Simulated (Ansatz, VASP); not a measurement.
One calculation of AlN, two programs

```xyz
4
Lattice="3.1110 0.0000 0.0000 -1.5555 2.6942 0.0000 0.0000 0.0000 5.0776" Properties=species:S:1:pos:R:3 pbc="T T T"
Al    0.0000    1.7961    0.0000
Al    1.5555    0.8981    2.5388
N     0.0000    1.7961    1.9549
N     1.5555    0.8981    4.4936
```

Change from the starting cell: zz strain of +2 %, PAW files.

Alike in both runs: task electric field gradients; functional PBE; k mesh 11 × 11 × 6; occupations fermi-dirac, width 0.02 eV; no spin polarisation.

|  | VASP | Ansatz |
| --- | --- | --- |
| version | VASP 6.6.1 | Ansatz 0.2.0 |
| potentials or method | VASP PAW PBE potentials, release 64 (Al, N) | PAW with Ansatz's default frozen-core files, scalar-relativistic |
| plane-wave cutoff (eV) | 520 | 420 |
| valence electrons in the cell | 16 | 16 |

Ansatz gave:

```
gap on the k mesh at the Fermi level (eV)                      : 4.02
pressure (GPa)                                                 : 0.5
largest component of the traceless stress (GPa)                : 5.71
rms of the force components (eV/Å)                             : 0.209
Vzz of the field gradient on the site that differs most (V/Å²) : 3.9
```

Q: What did VASP give for the same quantities?

A: gap on the k mesh at the Fermi level (eV): 4.03; pressure (GPa): 0.2; largest component of the traceless stress (GPa): 5.71; rms of the force components (eV/Å): 0.210; Vzz of the field gradient on the site that differs most (V/Å²): 4.4.

Atom by atom the forces differ by 0.001 eV/Å (rms over components).

Caveats: an odd mesh through Γ misses points on the zone boundary, where band edges often lie.
